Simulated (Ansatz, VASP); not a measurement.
# ZnSe (Stilleite) in two plane-wave programs, part 2 of 2

Wanted: the spread between two codes on one cell, functional and k mesh. The cell is taken from a series of VASP runs on this material, whose earlier steps may have relaxed, scaled or displaced it; both programs get it as it stands.

VASP 6.6.1 and Ansatz 0.2.0.

So far. Step 4 (Differences): The walks stopped with 0.00 GPa left in Ansatz and 0.01 GPa in VASP; each walk ends within a tolerance, so the volume difference is uncertain by about these residues over the bulk modulus, most in soft cells.

## Step 5: VASP: zone-centre phonons, LDA

Level of this step: LDA; plane waves and PAW (Se, Zn) (VASP).

Second derivatives magnify differences that forces hide, and they need a tight electronic threshold.

File INCAR:

```
SYSTEM = ZnSe
PREC = Accurate
ENCUT = 450
EDIFF = 1E-08
NELM = 100
ISMEAR = 0
SIGMA = 0.03
LREAL = .FALSE.
ALGO = Normal
GGA = CA
NBANDS = 15
LORBIT = 11
LWAVE = .FALSE.
LCHARG = .FALSE.
KPAR = 4
IBRION = 8
LEPSILON = .TRUE.
LPEAD = .TRUE.
ISIF = 2
```

File POSCAR:

```
ZnSe
1.0
    0.0000000000      2.7871508725      2.7871508725
    2.7871508725      0.0000000000      2.7871508725
    2.7871508725      2.7871508725      0.0000000000
Se Zn
1 1
Direct
    0.7500000000      0.7500000000      0.7500000000
    0.0000000000      0.0000000000      0.0000000000
```

File KPOINTS:

```
Automatic mesh
0
Gamma
10 10 10
0 0 0
```

Potentials, in the order of the species: Se and Zn (LDA family, release 64).

Started as:

```bash
$ mpirun -np 4 vasp_std
```

Numbers of over 12 decimals in the logs are rounded to 6 here.

The log of the run:

```text
[... set-up lines as in an earlier step ...]
 entering main loop
       N       E                     dE             d eps       ncg     rms          rms(c)
DAV:   1     0.814905449658E+02    0.81491E+02   -0.82404E+03  1410   0.125E+03
DAV:   2    -0.257341579577E+01   -0.84064E+02   -0.79968E+02  1571   0.247E+02
DAV:   3    -0.764096441506E+01   -0.50675E+01   -0.50442E+01  1718   0.616E+01
DAV:   4    -0.768353926669E+01   -0.42575E-01   -0.42570E-01  1662   0.606E+00
[...]
DAV:  12    -0.737239316413E+01   -0.48846E-07   -0.25154E-06  1690   0.117E-02    0.118E-03
DAV:  13    -0.737239318732E+01   -0.23192E-07   -0.86124E-08  1627   0.253E-03    0.500E-04
DAV:  14    -0.737239318799E+01   -0.66757E-09   -0.68186E-10  1027   0.420E-04
   1 F= -.73723932E+01 E0= -.73723932E+01  d E =-.286568E-17
 Linear response reoptimize wavefunctions to high precision
DAV:   1    -0.737239318718E+01    0.81081E-09   -0.14421E-09  1300   0.721E-04
DAV:   2    -0.737239318724E+01   -0.57753E-10   -0.45799E-10   880   0.154E-04
 Linear response to external field (no local field effect), progress :
[...]
force on displaced ion       1 direction 1 :  -6.291   0.000   0.000
 Born effective charge ion    1 direction 1 :  -1.973   0.000   0.000
 Linear response progress:
  Degree of freedom:   2/  2
       N       E                     dE             d eps       ncg     rms          rms(c)
RMM:   1    -0.212880802942E+00   -0.21288E+00   -0.88986E-03  7183   0.206E+00
RMM:   2    -0.211072356938E+00    0.18084E-02   -0.24989E-03  8178   0.383E-01    0.893E-02
RMM:   3    -0.210835428041E+00    0.23693E-03   -0.41176E-05  9206   0.473E-02    0.536E-02
RMM:   4    -0.210544961631E+00    0.29047E-03   -0.18217E-05  9553   0.284E-02    0.275E-03
RMM:   5    -0.210563045698E+00   -0.18084E-04   -0.11193E-06  9810   0.550E-03    0.712E-04
RMM:   6    -0.210560860484E+00    0.21852E-05    0.17853E-07  9976   0.107E-03    0.330E-04
RMM:   7    -0.210560571303E+00    0.28918E-06    0.29337E-08  9797   0.376E-04    0.363E-05
RMM:   8    -0.210560250729E+00    0.32057E-06    0.61171E-08  9843   0.172E-04    0.113E-05
RMM:   9    -0.210560259743E+00   -0.90141E-08    0.32685E-10 10125   0.108E-04    0.440E-06
 first order change of Fermi-energy  -0.47113E-04
 force on displaced ion       2 direction 1 :  -6.247   0.000   0.000
 Born effective charge ion    2 direction 1 :   1.971   0.000   0.000
 Born effective charges drift removed
 Linear response finished
```

From OUTCAR (step 5):

```text
  Total        0.0051090      0.0051090      0.0051090     -0.0000000     -0.0000000      0.0000000
  in kB        0.1890320      0.1890320      0.1890320     -0.0000000     -0.0000000      0.0000000
  external PRESSURE =       0.1890320 kB  Pullay stress =       0.0000000 kB

 POSITION                                       TOTAL-FORCE (eV/Angst)
 -----------------------------------------------------------------------------------
      4.18073      4.18073      4.18073        -0.000000     -0.000000      0.000000
      0.00000      0.00000      0.00000         0.000000      0.000000     -0.000000
 -----------------------------------------------------------------------------------
    total drift:                               -0.000001     -0.000001     -0.000001

 MACROSCOPIC STATIC DIELECTRIC TENSOR (including local field effects in DFT)
 ------------------------------------------------------
           7.381855    -0.000000    -0.000000
          -0.000000     7.381855     0.000000
          -0.000000    -0.000000     7.381855
 ------------------------------------------------------

 MACROSCOPIC STATIC DIELECTRIC TENSOR IONIC CONTRIBUTION
 ------------------------------------------------------
           2.593804    -0.000000     0.000000
          -0.000000     2.593804    -0.000000
           0.000000    -0.000000     2.593804
 ------------------------------------------------------

[... 1 part as in an earlier step ...]

[... 1 further part left out ...]
```

Energies printed during the response cycles are not total energies of the cell. The dielectric response converges more slowly with the mesh than energies do, so tensor and charges may still move on a finer one.

## Step 6: Ansatz: zone-centre phonons, LDA

The same cell, functional (in two slightly different forms) and mesh now go to Ansatz, which takes its cutoff from its data sets.

The cell is taken from a series of VASP runs on this material, whose earlier steps may have relaxed, scaled or displaced it; both programs get it as it stands.

File input.yaml:

```yaml
crystal:
  lattice:
    - [0.0, 2.7871508725, 2.7871508725]
    - [2.7871508725, 0.0, 2.7871508725]
    - [2.7871508725, 2.7871508725, 0.0]
  atoms:
    - { symbol: Se, position: [0.75, 0.75, 0.75] }
    - { symbol: Zn, position: [0.0, 0.0, 0.0] }
hamiltonian:
  xc: lda
  pseudopotentials: { kind: paw }
kpoints:
  mp_grid: { grid: [10, 10, 10] }
scf:
  occupations: { method: fixed }
phonons:
  method: dfpt
  qpoints: [[0, 0, 0]]
  dielectric: true
  rigid_motions: translations
```

Started as:

```bash
$ ansatz run input.yaml --threads 4 --pin off --max-ram 9216MiB --backend cpu --events-out ev --progress --plain --runs-dir out
```

The log of the run:

```text
[...]
Crystal: 2 atoms, lattice volume = 43.302 Å³
Basis set: ecut = 420 eV, 869 PW (Γ), exchange–correlation on 54×54×54 points (8 copies of the dense FFT grid, shifted against one another)
Bands: 18, of which v1, the nominal top of the filled ones, is band 14 counted from 1 (13 counted from 0)
Symmetry: 24 space group operations
k-points: 171 of 1000 (irreducible under 4 space group operations, time reversal used)
[...]
251.79      1             2.5254
  optical modes at Γ + LO–TO along q̂ = [0.0000, 0.0000, 1.0000]:
      ω (cm⁻¹)  modes    IR ((D/Å)²/amu)
        216.51      2             5.0508
        251.79      1             2.5254
--- Phonons (arbitrary-q DFPT): 1 explicit q-point ---
  q = [0, 0, 0] (of the zone-centre solve; hermiticity 1.02e-6, symmetrization 7.87e-13): -0.00 -0.00 0.00 216.51 216.51 216.51
  sum rule: each row above includes the acoustic sum rule's correction from the zone centre's row sums; it moved no ω² by more than (0.38 cm⁻¹)²
[key lines of the parts left out:]
SCF converged after 9 iterations
Free energy (F): -8630.850954 eV
Fermi energy:    7.153959 eV
```

The job ended after 37 s (4 threads of Arm Neoverse V1, shared host; peak memory 0.93 GiB).

## Step 7: Comparison

The two programs side by side:

```
                                     quantity  Ansatz   VASP  difference
                                        ε∞ xx    7.53   7.38     +2.00 %
                                        ε∞ yy    7.53   7.38     +2.00 %
                                        ε∞ zz    7.53   7.38     +2.00 %
Born charge of Se1 (mean of the diagonal) (e)   -1.98  -1.97       -0.01
Born charge of Zn2 (mean of the diagonal) (e)    1.98   1.97       +0.01
                   optical mode 1 to 3 (cm⁻¹)   216.5  218.3     -0.81 %
```

Modes are paired by rising frequency and degeneracy, not by their patterns, so a pair may still set unlike modes beside each other.

## Step 8: Results

```json
{
  "difference in volume (relaxation of cell and atoms, LDA)": "-0.37 %",
  "r.m.s. difference of the optical zone-centre modes, each program's sorted by frequency (zone-centre phonons, LDA)": "1.8 cm⁻¹",
  "difference in ε∞ xx (zone-centre phonons, LDA)": "+2.0 %"
}
```

What this shows: The difference in volume is -0.37 % (relaxation of cell and atoms, LDA), within the 1.2 % picked in this series as the mark of a large difference, as far as the stopping tolerances let one tell. Among the rows given in per cent, the largest difference of the zone-centre phonons, LDA pair is in ε∞ xx, +2.0 %; the dielectric tensor converges slowly with the mesh, which Ansatz refines and VASP takes as typed. Such differences can come from data sets, numerical settings and the points named under the comparisons, not from the functional's error against experiment.

[Lines on the potential files, build, host, timing and source positions are cut from VASP's logs without a mark.]

[Logs are printed without paths, hosts, clocks, repeated set-up lines and the standing remarks that a program may print on its own settings, such as how far it seeks lower states.]

[Hosts, paths, dates, database ids (printed as entryN), source tags and the programs' standing remarks are cut or masked in the printed files.]
